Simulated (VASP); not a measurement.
# TiO2 (Rutile) (P4_2/mnm) in VASP: settings compared

One crystal, TiO2 (Rutile), is run at these levels: PBE, HSE06, PBE0, PBE-EpsX; tasks: band structure.

Everything below comes from runs of VASP 6.6.1. Logs are shortened: lines on timing, memory, paths and dates and some standing lists are left out, and cuts for length are marked.

**Experimental background.**

“Shallow Valence Band of Rutile GeO2 and P-type Doping”, 2020, arxiv:2011.08928 quotes, for a bulk crystal of TiO2 at 1.6 K: band gap 3.03 eV (direct).

How close the calculation comes is told below.

### Step 1. Starting point

It takes space group P4_2/mnm (No. 136, tetragonal). Conventional cell: a = 4.593 Å, b = 4.593 Å, c = 2.942 Å, α = 90.00°, β = 90.00°, γ = 90.00°. Ti (site symmetry mmm) has 6 O at 1.94 to 1.98 Å as nearest neighbours. Around O (site symmetry m2m) lie 3 Ti at 1.94 to 1.98 Å.

### Step 2. Band structure, PBE

INCAR

```
PREC = Accurate ; ENCUT = 520
EDIFF = 1E-6 ; ISMEAR = 0
SIGMA = 0.03 ; LREAL = False
LASPH = True ; NELM = 80
ALGO = Normal ; ISIF = 2
LWAVE = False ; LCHARG = False
LMAXMIX = 4 ; GGA = PE
NBANDS = 33 ; KPAR = 4
```

KPOINTS

```
Automatic mesh
0
Gamma
  4 4 6
```

POSCAR

```
TiO2                                    
1.0
    4.5927071365     -0.0000000000      0.0000000000
    0.0000000000      4.5927071365      0.0000000000
    0.0000000000      0.0000000000      2.9417409262
  Ti              O             
     2     4
Direct
     0.0000000000000000    1.0000000000000000    1.0000000000000000
     0.5000000000000000    0.5000000000000000    0.5000000000000000
     0.3043249358259531    0.3043249358259531    0.0000000000000000
     0.1956750641740469    0.8043249358259531    0.5000000000000000
     0.6956750641740469    0.6956750641740469    1.0000000000000000
     0.8043249358259531    0.1956750641740469    0.5000000000000000
```

KPOINTS_OPT

```
explicit points
6
Reciprocal
 0.0000000000  0.0000000000  0.0000000000 1
 0.5000000000  0.5000000000  0.5000000000 1
 0.5000000000  0.5000000000  0.0000000000 1
 0.0000000000  0.5000000000  0.5000000000 1
 0.0000000000  0.5000000000  0.0000000000 1
 0.0000000000  0.0000000000  0.5000000000 1
```

Potentials or basis: VASP PAW PBE potentials, release 64 (Ti_sv, O).

Started as:

```
cat potpaw_PBE.64/Ti_sv/POTCAR potpaw_PBE.64/O/POTCAR > POTCAR
mpirun -np 4 vasp_std > vasp.out
```

OUTCAR:

```text
PREC = Accurate
   ENCUT = 520
   EDIFF = 1E-6
   ISMEAR = 0
   LREAL = False
   LASPH = True
   NELM = 80
   ISIF = 2
   GGA = PE

 ion  position               nearest neighbor table
   1  0.000  0.000  0.000-   4 1.94   6 1.94   4 1.94   6 1.94   5 1.98   3 1.98
   2  0.500  0.500  0.500-   3 1.94   5 1.94   3 1.94   5 1.94   4 1.98   6 1.98
   3  0.304  0.304  0.000-   2 1.94   2 1.94   1 1.98
   4  0.196  0.804  0.500-   1 1.94   1 1.94   2 1.98
   5  0.696  0.696  0.000-   2 1.94   2 1.94   1 1.98
   6  0.804  0.196  0.500-   1 1.94   1 1.94   2 1.98

  LATTYP: Found a simple tetragonal cell.
 ALAT       =     4.5927071365
 C/A-ratio  =     0.6405243876

  Lattice vectors:

 A1 = (   4.5927071365,   0.0000000000,   0.0000000000)
 A2 = (   0.0000000000,   4.5927071365,   0.0000000000)
 A3 = (   0.0000000000,   0.0000000000,   2.9417409262)

Analysis of symmetry for initial positions (statically):
=====================================================================
 Subroutine PRICEL returns:
 Original cell was already a primitive cell.

 Routine SETGRP: Setting up the symmetry group for a
 simple tetragonal supercell.

 Subroutine GETGRP returns: Found 16 space group operations
 (whereof  8 operations were pure point group operations)
 out of a pool of 16 trial point group operations.

The static configuration has the point symmetry D_2h.
 The point group associated with its full space group is D_4h.

Analysis of symmetry for dynamics (positions and initial velocities):
=====================================================================
 Subroutine PRICEL returns:
 Original cell was already a primitive cell.

 Routine SETGRP: Setting up the symmetry group for a
 simple tetragonal supercell.

 Subroutine GETGRP returns: Found 16 space group operations
 (whereof  8 operations were pure point group operations)
 out of a pool of 16 trial point group operations.

The dynamic configuration has the point symmetry D_2h.
 The point group associated with its full space group is D_4h.

 Subroutine INISYM returns: Found 16 space group operations
 (whereof  8 operations are pure point group operations),
 and found     1 'primitive' translations

----------------------------------------------------------------------------------------

                                     Primitive cell

  volume of cell :      62.0500

  direct lattice vectors                    reciprocal lattice vectors
     4.592707136  0.000000000  0.000000000     0.217736505  0.000000000  0.000000000
     0.000000000  4.592707136  0.000000000     0.000000000  0.217736505  0.000000000
     0.000000000  0.000000000  2.941740926     0.000000000  0.000000000  0.339934761

  length of vectors
     4.592707136  4.592707136  2.941740926     0.217736505  0.217736505  0.339934761

  position of ions in fractional coordinates (direct lattice)
     0.000000000  0.000000000  0.000000000
     0.500000000  0.500000000  0.500000000
     0.304324936  0.304324936  0.000000000
     0.195675064  0.804324936  0.500000000
     0.695675064  0.695675064  0.000000000
     0.804324936  0.195675064  0.500000000

  ion indices of the primitive-cell ions
   primitive index   ion index
                 1           1
                 2           2
                 3           3
                 4           4
                 5           5
                 6           6

----------------------------------------------------------------------------------------

 KPOINTS: Automatic mesh

Automatic generation of k-mesh.
 Grid dimensions read from file:
 generate k-points for:    4    4    6

 Generating k-lattice:

  Cartesian coordinates                     Fractional coordinates (reciprocal lattice)
     0.054434126  0.000000000  0.000000000     0.250000000  0.000000000  0.000000000
     0.000000000  0.054434126  0.000000000     0.000000000  0.250000000  0.000000000
     0.000000000  0.000000000  0.056655794     0.000000000  0.000000000  0.166666667

  Length of vectors
     0.054434126  0.054434126  0.056655794

[... 49 lines left out ...]

 E-fermi :   5.2268     XC(G=0): -11.4442

 val. band max:        4.9068764392   @ k =   0.0000   0.0000   0.0000
 cond. band min:       6.7737673895   @ k =   0.0000   0.0000   0.0000
 fundamental gap:      1.8668909503
 Fermi energy:         5.2267874793

 k-point     1 :       0.0000    0.0000    0.0000
  band No.  band energies     occupation
      1     -51.9870      2.00000
      2     -51.9694      2.00000
      3     -28.3012      2.00000
      4     -28.3012      2.00000
      5     -28.1318      2.00000
      6     -28.1318      2.00000
[... 25 lines left out ...]
     32      11.5641      0.00000
     33      11.5703      0.00000

 k-point     2 :       0.2500    0.0000    0.0000
  band No.  band energies     occupation
      1     -51.9844      2.00000
      2     -51.9720      2.00000
      3     -28.2814      2.00000
      4     -28.2798      2.00000
      5     -28.1555      2.00000
      6     -28.1537      2.00000
[... 25 lines left out ...]
     32      11.3750      0.00000
     33      11.4089      0.00000

 k-point     3 :       0.5000    0.0000    0.0000
  band No.  band energies     occupation
      1     -51.9782      2.00000
      2     -51.9782      2.00000
      3     -28.2464      2.00000
      4     -28.2464      2.00000
      5     -28.1909      2.00000
      6     -28.1909      2.00000
[... 25 lines left out ...]
     32      11.0374      0.00000
     33      11.2038      0.00000

 k-point     4 :       0.2500    0.2500    0.0000
  band No.  band energies     occupation
      1     -51.9825      2.00000
      2     -51.9738      2.00000
      3     -28.3075      2.00000
      4     -28.2469      2.00000
      5     -28.1904      2.00000
      6     -28.1279      2.00000
[... 673 lines left out ...]
     32      10.8088      0.00000
     33      11.0050      0.00000

 k-point    23 :       0.5000    0.2500    0.5000
  band No.  band energies     occupation
      1     -51.9352      2.00000
      2     -51.9352      2.00000
      3     -28.5431      2.00000
      4     -28.5431      2.00000
      5     -28.1491      2.00000
      6     -28.1491      2.00000
[... 25 lines left out ...]
     32      10.1780      0.00000
     33      11.7448      0.00000

 k-point    24 :       0.5000    0.5000    0.5000
  band No.  band energies     occupation
      1     -51.9351      2.00000
      2     -51.9351      2.00000
      3     -28.5370      2.00000
      4     -28.5370      2.00000
      5     -28.1554      2.00000
      6     -28.1554      2.00000
[... 25 lines left out ...]
     32      10.8679      0.00000
     33      10.9917      0.00000

------------------------ aborting loop because EDIFF is reached ----------------------------------------

  FORCE on cell =-STRESS in cart. coord.  units (eV):
  Direction    XX          YY          ZZ          XY          YZ          ZX
  --------------------------------------------------------------------------------------
  -------------------------------------------------------------------------------------
  Total        2.7006068      2.7006068      3.1983335      0.0000000      0.0000000      0.0000000
  in kB       69.7316616     69.7316616     82.5833310      0.0000000      0.0000000      0.0000000
  external PRESSURE =      74.0155514 kB  Pullay stress =       0.0000000 kB

 VOLUME and BASIS-vectors are now :
 -----------------------------------------------------------------------------
  energy-cutoff  :      520.00
  volume of cell :       62.05
      direct lattice vectors                 reciprocal lattice vectors
     4.592707136  0.000000000  0.000000000     0.217736505  0.000000000  0.000000000
     0.000000000  4.592707136  0.000000000     0.000000000  0.217736505  0.000000000
     0.000000000  0.000000000  2.941740926     0.000000000  0.000000000  0.339934761

 POSITION                                       TOTAL-FORCE (eV/Angst)
 -----------------------------------------------------------------------------------
      0.00000      0.00000      0.00000         0.000000      0.000000      0.000000
      2.29635      2.29635      1.47087         0.000000      0.000000      0.000000
      1.39768      1.39768      0.00000        -0.049979     -0.049979      0.000000
      0.89868      3.69403      1.47087         0.049979     -0.049979      0.000000
      3.19503      3.19503      0.00000         0.049979      0.049979     -0.000000
      3.69403      0.89868      1.47087        -0.049979      0.049979     -0.000000
 -----------------------------------------------------------------------------------
    total drift:                               -0.000000      0.000000     -0.000000

  FREE ENERGIE OF THE ION-ELECTRON SYSTEM (eV)
  ---------------------------------------------------
  free  energy   TOTEN  =       -53.6284181589 eV

  energy  without entropy=      -53.6284181589  energy(sigma->0) =      -53.62841816
```

It took 17 s on 4 MPI ranks of Intel Xeon Platinum 8488C (Sapphire Rapids), shared host; peak memory 0.21 GiB.

What came out:

| Property | Result |
| --- | --- |
| Free energy | -53.6284 eV |
| Pressure | 7.4 GPa |
| Largest force | 0.071 eV/Å |
| Band gap on the k mesh | 1.87 eV, direct |
| Band gap along the path | 1.87 eV, direct |

Forces on the atoms (eV/Å):
```
Ti   0.000  0.000  0.000
Ti   0.000  0.000  0.000
O   -0.050 -0.050  0.000
O    0.050 -0.050  0.000
O    0.050  0.050  0.000
O   -0.050  0.050  0.000
```

Stress tensor (GPa, compression positive):
```
6.97 0.00 0.00
0.00 6.97 0.00
0.00 0.00 8.26
```

Levels at points of the mesh, in eV from the valence-band top:
| k point | band 21 | band 22 | band 23 | band 24 | band 25 | band 26 | band 27 | band 28 |
| --- | --- | --- | --- | --- | --- | --- | --- | --- |
| (0.00, 0.00, 0.00) | -0.69 | -0.45 | -0.45 | 0.00 | 1.87 | 2.16 | 2.43 | 2.52 |
| (0.50, 0.00, 0.00) | -1.62 | -1.62 | -0.75 | -0.75 | 2.54 | 2.54 | 3.05 | 3.05 |
| (0.50, 0.50, 0.00) | -1.29 | -1.29 | -1.08 | -1.08 | 1.90 | 1.90 | 2.55 | 2.55 |
| (0.00, 0.00, 0.50) | -2.38 | -2.38 | -1.43 | -1.43 | 2.99 | 2.99 | 3.23 | 3.23 |
| (0.50, 0.00, 0.50) | -2.05 | -2.05 | -1.04 | -1.04 | 1.92 | 1.92 | 3.26 | 3.26 |
| (0.50, 0.50, 0.50) | -1.29 | -1.29 | -0.67 | -0.67 | 2.61 | 2.61 | 3.23 | 3.23 |

(Continued in part 2 of 2.)
